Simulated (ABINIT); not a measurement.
Crystal: AlN.

```
CELL_PARAMETERS angstrom
3.11300 0.00000 0.00000
-1.55650 2.69594 0.00000
0.00000 0.00000 4.98100
ATOMIC_POSITIONS crystal
Al 0.33333 0.66667 0.00000
Al 0.66667 0.33333 0.50000
N 0.33333 0.66667 0.38000
N 0.66667 0.33333 0.88000
```

```yaml
Program: ABINIT 10.8.3 (patched build)
Task: relaxation of cell and atoms
Functional: PBE
Potentials_or_basis: PseudoDojo NC SR PBE v0.4.1 standard
Cutoff: 1143 eV
k_mesh: 8 × 8 × 5
Occupations: fermi-dirac, width 0.05 eV
Spin: no spin polarisation
```

At the start: pressure 3.4 GPa; volume 10.45 Å³/atom.

Where does the relaxation end?

Over 4 steps the energy falls by 2.1 meV/atom and the volume is 10.63 Å³/atom (+1.7 %); space group P6_3mc (No. 186, to 0.05 Å).

Step by step:
```csv
step,energy change (eV),largest force (eV/Å),pressure (GPa),volume (Å³)
1,0.0000,0.1306,3.37,41.80
2,-0.0068,0.0877,1.27,42.24
3,-0.0085,0.0133,0.07,42.49
4,-0.0085,0.0006,-0.01,42.51
```

Final structure:
```yaml
crystal:
  lattice:
    - [3.13037, 0.00000, 0.00000]
    - [-1.56518, 2.71098, 0.00000]
    - [0.00000, 0.00000, 5.00879]
  atoms:
    - { symbol: Al, position: [0.33333, 0.66667, 0.99907] }
    - { symbol: Al, position: [0.66667, 0.33333, 0.49907] }
    - { symbol: N, position: [0.33333, 0.66667, 0.38093] }
    - { symbol: N, position: [0.66667, 0.33333, 0.88093] }
```
